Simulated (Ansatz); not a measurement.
# WS2: relaxation of cell and atoms with BLYP+D4

Slab: WS2, a slab with vacuum.

```
W S
1.0
     3.18352    0.00000    0.00000
    -1.59176    2.75701    0.00000
     0.00000    0.00000   16.95058
W S
1 2
Direct
  0.00000 0.00000 0.00000
  0.33333 0.66667 0.09200
  0.33333 0.66667 0.90800
```

* Program: Ansatz 0.2.0
* Task: relaxation of cell and atoms
* Functional: BLYP
* Dispersion: D4
* Potentials or basis: Ansatz PAW
* Cutoff: 420 eV (not typed: the program's choice for these potentials)
* k mesh: 10 × 10 × 2
* Occupations: fermi-dirac, width 0.05 eV
* Spin: no spin polarisation

The relaxed volume is 50.04 Å³/atom, the relaxed cell is a = 3.199 Å, b = 3.199 Å, c = 16.938 Å, α = 90.00°, β = 90.00°, γ = 120.00° and the space group after relaxing (to 0.05 Å) is P-6m2 (No. 187). The energy gained by relaxing is 5.1 meV/atom, the ionic steps are 5 and the band gap on the k mesh is 2.01 eV.

Step by step:
| step | energy change (eV) | largest force (eV/Å) | volume (Å³) |
| --- | --- | --- | --- |
| 1 | 0.0000 | 0.5049 | 148.77 |
| 2 | -0.0125 | 0.2151 | 149.94 |
| 3 | -0.0149 | 0.0083 | 150.63 |
| 4 | -0.0151 | 0.0018 | 150.12 |
| 5 | -0.0152 | 0.0018 | 150.12 |

Final structure:
```cif
data_structure
_symmetry_space_group_name_H-M 'P 1'
_symmetry_Int_Tables_number 1
_cell_length_a 3.1991
_cell_length_b 3.1991
_cell_length_c 16.9380
_cell_angle_alpha 90.000
_cell_angle_beta 90.000
_cell_angle_gamma 120.000
_cell_volume 150.12
loop_
_atom_site_label
_atom_site_type_symbol
_atom_site_fract_x
_atom_site_fract_y
_atom_site_fract_z
_atom_site_occupancy
W1 W 0.00000 0.00000 0.00000 1
S1 S 0.33333 0.66667 0.09326 1
S2 S 0.33333 0.66667 0.90674 1
```

It took 27 s on 2 threads of Intel(R) Xeon(R) Processor @ 2.50GHz (Skylake/Cascade Lake) (shared host), peak memory 0.43 GiB.

Caveat: the plane-wave basis is chosen anew once the cell has moved, so the energies of steps on either side of that aren't comparable; spin-orbit coupling is left out, which moves the levels of the heavy elements; the PAW data sets come from PBE, with cores solved anew for the run's functional, which leaves a small shift of forces and pressure.
